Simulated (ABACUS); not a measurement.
# ZrS2 (P-3m1) in ABACUS: single point with LDA

Aim: the single point of ZrS2 with LDA.

Program: ABACUS 3.10.1. These are calculated values, not measurements. Logs are shortened: lines on timing, memory, paths and dates and some standing lists are left out, and cuts for length are marked.

**Measured values to compare with.**

“Stress-Tuned Optical Transitions in Layered 1T-MX2 (M= Hf, Zr, Sn; X= S, Se) Crystals”, 2022, arxiv:2210.12074 quotes, for a bulk crystal of ZrS2: band gap 1.68 eV (indirect).

The results are compared with them further down.

### 1 Starting point

Symmetry: P-3m1, No. 164, trigonal system. Conventional cell: a = 3.691 Å, b = 3.691 Å, c = 6.041 Å, α = 90.00°, β = 90.00°, γ = 120.00°. Zr (site symmetry -3m) has 6 S at 2.57 Å as nearest neighbours. Around S (site symmetry 3m) lie 3 Zr at 2.57 Å.

The cell is a database's computed one.

### 2 Single point, LDA

INPUT

```
INPUT_PARAMETERS
suffix              ZrS2
calculation         scf
basis_type          pw
pseudo_dir          ./
latname             hexagonal
symmetry            1
dft_functional      pz
ecutwfc             71
pseudo_rcut         10
nspin               1
nbands              22
ks_solver           dav
smearing_method     fd
smearing_sigma      0.00367493
scf_thr             1e-08
scf_nmax            100
mixing_type         broyden
mixing_beta         0.7
cal_force           1
cal_stress          1
out_chg             1
kpar                4
```

STRU

```
ATOMIC_SPECIES
Zr 91.2240 Zr.upf
S 32.0600 S.upf

LATTICE_CONSTANT
6.9757020403

LATTICE_PARAMETERS
1.6365350728

ATOMIC_POSITIONS
Direct

Zr
0.0
1
0.0000000000 0.0000000000 0.0000000000 1 1 1

S
0.0
2
0.3333333333 0.6666666667 0.2379099700 1 1 1
0.6666666667 0.3333333333 0.7620900300 1 1 1
```

KPT

```
K_POINTS
0
Gamma
6 6 4 0 0 0
```

Potentials or basis: PseudoDojo NC SR 0.4.1 LDA stringent, plane waves.

Started as:

```
$ OMP_NUM_THREADS=1 mpirun -np 4 abacus > log
```

running log:

```text
ABACUS v3.10.1

               Atomic-orbital Based Ab-initio Computation at UStc

 ------------------------------------------------------------------------------------

 READING GENERAL INFORMATION
                           global_out_dir = OUT.ZrS2/
                           global_in_card = INPUT
                               pseudo_dir = ./
                              orbital_dir =
                                    DSIZE = 4
                                    GSIZE = 1

 READING UNITCELL INFORMATION
                                    ntype = 2
                  lattice constant (Bohr) = 6.9757
              lattice constant (Angstrom) = 3.69138

 READING ATOM TYPE 1
                               atom label = Zr
                      L=0, number of zeta = 1
                      L=1, number of zeta = 1
                      L=2, number of zeta = 1
             number of atom for this type = 1

 READING ATOM TYPE 2
                               atom label = S
                      L=0, number of zeta = 1
                      L=1, number of zeta = 1
                      L=2, number of zeta = 1
             number of atom for this type = 2

                        TOTAL ATOM NUMBER = 3
DIRECT COORDINATES
    atom                   x                   y                   z     mag                  vx                  vy                  vz
taud_Zr1            0.0000000000        0.0000000000        0.0000000000  0.0000        0.0000000000        0.0000000000        0.0000000000
taud_S1            0.3333333333        0.6666666667        0.2379099700  0.0000        0.0000000000        0.0000000000        0.0000000000
taud_S2            0.6666666667        0.3333333333        0.7620900300  0.0000        0.0000000000        0.0000000000        0.0000000000

                          Volume (Bohr^3) = 481.083
                             Volume (A^3) = 71.289

 Lattice vectors: (Cartesian coordinate: in unit of a_0)
                   +1                  +0                  +0
                 -0.5           +0.866025                  +0
                   +0                  +0            +1.63654
 Reciprocal vectors: (Cartesian coordinate: in unit of 2 pi/a_0)
                   +1            +0.57735                  -0
                   -0             +1.1547                  -0
                   +0                  -0           +0.611047
 The esolver type has been set to : ksdft_pw

                PAO radial cut off (Bohr) = 10

 Read in pseudopotential file is Zr.upf
                     pseudopotential type = NC
          exchange-correlation functional = SLAPWNOGXNOGC
                 nonlocal core correction = 1
                        valence electrons = 12
                                     lmax = 2
                           number of zeta = 4
                     number of projectors = 6
                           L of projector = 0
                           L of projector = 0
                           L of projector = 1
                           L of projector = 1
[... 198 lines left out ...]
 Init Non-Local PseudoPotential table :
 Init Non-Local-Pseudopotential done.

                                     npwx = 4871

 Make real space PAO into reciprocal space.
       max mesh points in Pseudopotential = 1001
     dq(describe PAO in reciprocal space) = 0.01
                                    max q = 1015

 number of pseudo atomic orbitals for Zr is 4
WARNING: norm of atomic wavefunction # 3 of atomic type Zr is 0.99993, renormalized
WARNING: norm of atomic wavefunction # 4 of atomic type Zr is 0.999574, renormalized

 number of pseudo atomic orbitals for S is 2
WARNING: norm of atomic wavefunction # 2 of atomic type S is 0.999996, renormalized

 -------------------------------------------
 SELF-CONSISTENT
 -------------------------------------------
                                 init_chg = atomic

 PW ALGORITHM --------------- ION=   1  ELEC=   1--------------------------------

 Notice: Threshold on eigenvalues was too large.
 hsover_error=0.24 > DRHO=0.199799
 Origin diag ethr = 0.01
 New diag ethr = 0.000832496

 Density error is 0.199795185964
                          Error Threshold = 0.000832496172549
----------------------------------------------------------
     Energy           Rydberg                 eV
----------------------------------------------------------
 E_KohnSham     -145.8737371477      -1984.7140137629
 E_Harris       -146.6818881073      -1995.7094716575
 E_Fermi        0.4756483796         6.4715282069
----------------------------------------------------------
[... 75 lines left out ...]
 Density error is 1.34307221407e-09
                          Error Threshold = 7.21617675974e-10
----------------------------------------------------------
     Energy           Rydberg                 eV
----------------------------------------------------------
 E_KohnSham     -145.9368078892      -1985.5721352242
 E_KS(sigma->0) -145.9368076359      -1985.5721317783
 E_Harris       -145.9365076545      -1985.5680503217
 E_band         -13.4141453371       -182.5088103845
 E_one_elec     -55.5599416733       -755.9317873040
 E_Hartree      35.4035453088        481.6899456010
 E_xc           -32.5633092919       -443.0465521067
 E_Ewald        -93.2171017263       -1268.2837345228
 E_entropy(-TS) -0.0000005065        -0.0000068917
 E_descf        0.0000000000         0.0000000000
 E_exx          0.0000000000         0.0000000000
 E_Fermi        0.4939163633         6.7200768759
----------------------------------------------------------

 charge density convergence is achieved
 final etot is -1985.5721352 eV
 EFERMI = 6.7200768759 eV

 STATE ENERGY(eV) AND OCCUPATIONS    NSPIN == 1
 1/6 kpoint (Cartesian) = 0.0000 0.0000 0.0000 (4855 pws)
       1       -42.5886      0.0138889
       2       -20.7009      0.0138889
       3       -20.5578      0.0138889
       4       -20.5578      0.0138889
       5       -6.28362      0.0138889
       6       -4.85752      0.0138889
[... 134 lines left out ...]
      21        16.3102    8.36928e-85
      22        16.6878    4.40203e-88

------------------------------------------------------------------------------------------
 TOTAL-FORCE (eV/Angstrom)
------------------------------------------------------------------------------------------
                       Zr1         0.0000000000         0.0000000000         0.0000000000
                        S1         0.0000000000         0.0000000000        -0.2871473625
                        S2         0.0000000000         0.0000000000         0.2871473625
------------------------------------------------------------------------------------------

----------------------------------------------------------------
 TOTAL-STRESS (KBAR)
----------------------------------------------------------------
       -49.3383219280        -0.0000000000        -0.0000000000
         0.0000000000       -49.3383219280        -0.0000000000
         0.0000000000         0.0000000000       -33.4213295357
----------------------------------------------------------------
 TOTAL-PRESSURE: -44.032658 KBAR

 --------------------------------------------
 !FINAL_ETOT_IS -1985.5721352241532713 eV
 --------------------------------------------
```

It took 18 s on 4 MPI ranks of AMD EPYC 9R45 (Zen 5), shared host; peak memory 0.44 GiB.

Results:

* Free energy: -1985.5721 eV
* Pressure: -4.4 GPa
* Largest force: 0.287 eV/Å
* Band gap on the k mesh: 0.95 eV, indirect (least direct gap 1.52 eV)

Forces on the atoms (eV/Å):
```
Zr   0.000  0.000  0.000
S    0.000  0.000 -0.287
S    0.000  0.000  0.287
```

Levels at points of the mesh, in eV from the valence-band top:
| k point | band 9 | band 10 | band 11 | band 12 | band 13 | band 14 | band 15 | band 16 |
| --- | --- | --- | --- | --- | --- | --- | --- | --- |
| (0.00, 0.00, 0.00) | -2.74 | -0.03 | -0.03 | 0.00 | 1.52 | 1.52 | 2.34 | 5.01 |
| (0.50, 0.50, 0.00) | -2.42 | -2.35 | -1.65 | -1.13 | 1.13 | 3.18 | 3.44 | 5.70 |
| (0.00, 0.00, 0.50) | -2.72 | -1.61 | -0.13 | -0.13 | 1.49 | 1.49 | 2.67 | 5.31 |
| (0.50, 0.50, 0.50) | -2.53 | -2.19 | -0.93 | -0.75 | 0.95 | 3.17 | 3.44 | 5.30 |

### 3 Against experiment

Step 2. Measured gap of ZrS2: 1.68 eV (indirect; quoted in “Stress-Tuned Optical Transitions in Layered 1T-MX2 (M= Hf, Zr, Sn; X= S, Se) Crystals”, 2022, arxiv:2210.12074). This calculation gives 0.95 eV (-0.73 eV). Spin-orbit coupling on Zr is left out. The value is that of LDA on a finite k mesh, which can miss the band edges, without temperature or zero-point motion. Semilocal functionals fall short of measured gaps as a rule. The cell is a database's relaxed one, not the measured one, which moves gaps too.
